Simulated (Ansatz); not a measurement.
**BN: the gap against volume**

BN, P6_3mc, a = 2.555 Å, c = 4.225 Å. This isn't the usual stable structure of the compound. Ansatz: PBE, PAW, 420 eV, Γ-centred 12×12×6 mesh on 4 atoms, Gaussian smearing 0.02 eV; no spin polarisation. Shape and atoms are relaxed at each volume; x = ln(V/V0) with V0 = 5.969 Å³/atom. The gap is read at the mesh points alone.

| x | gap y (eV) |
| --- | --- |
| -0.1278 | 4.926 |
| -0.0943 | 5.015 |
| -0.0619 | 5.091 |
| -0.0305 | 5.166 |
| 0.0000 | 5.227 |
| 0.0296 | 5.285 |
| 0.0583 | 5.338 |
| 0.0953 | ? |

Q: Fit a straight line to the other rows, give the volume deformation potential of the gap and its pressure coefficient, and predict the missing gap. B0 = 370.9 GPa.

A: Means x = -0.03237, y = 5.1497; Σ(Δx)² = 0.02693, ΣΔxΔy = 0.05941; the slope is their ratio. y = 5.2211 + 2.2065 x. The slope is the deformation potential a = dE_g/d ln V = 2.21 eV, and dE_g/dP = −a/B0 = -5.95 meV/GPa. These are means over the range: the known rows next to V0 give a = 2.0 eV and -5 meV/GPa, nearer the values at zero pressure. With a term in x² added, the coefficient of x becomes 2.026, 8 % less, which shows how far this figure hangs on the form. At x = 0.0953 the fit asked for gives 5.431 eV. The run gave 5.397 eV, so the fit is 0.034 eV too high, 7.2 % of the span of the series, against an rms of 0.009 eV on the fitted rows. The row lies outside the fitted range. With a term in x² added, a fit to the same known rows predicts 5.397 eV, so most of the miss is curvature that the known rows already hold.

Semilocal functionals give gaps under the measured ones; changes of the gap mostly carry over better.